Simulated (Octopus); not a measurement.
The system is C.

```
C
1.0
     0.00000    1.78337    1.78337
     1.78337    0.00000    1.78337
     1.78337    1.78337    0.00000
C
2
Direct
  0.75000 0.75000 0.75000
  0.50000 0.50000 0.50000
```

This isn't the form of C at room conditions, which is graphite.

* Program: Octopus 16.4
* Task: single point
* Functional: PBEsol
* Potentials or basis: pseudodojo_pbesol (PseudoDojo 0.4, PBEsol)
* Grid spacing: 0.133 Å
* k mesh: 13 × 13 × 13
* Occupations: fermi-dirac, width 0.05 eV
* Spin: no spin polarisation

On this cell: largest force zero by symmetry; band gap on the k mesh 4.05 eV, indirect (least direct gap 5.56 eV).

The same run follows on a disturbed copy (atoms moved at random, drawn with an rms of 0.05 Å):

```
C
1.0
     0.00000    1.78337    1.78337
     1.78337    0.00000    1.78337
     1.78337    1.78337    0.00000
C
2
Cartesian
  2.6879 2.6785 2.6766
  1.7695 1.7528 1.7618
```

Question: What changes?

Answer: The energy moves by +21.2 meV/atom; largest force 1.661 eV/Å; band gap on the k mesh 3.15 eV, indirect (least direct gap 3.95 eV).

Forces in eV/Å, atoms in the order of the input:
```
C   -0.897 -1.183 -0.746
C    0.897  1.183  0.746
```

Caveats: an odd mesh through Γ misses points on the zone boundary, where band edges often lie.
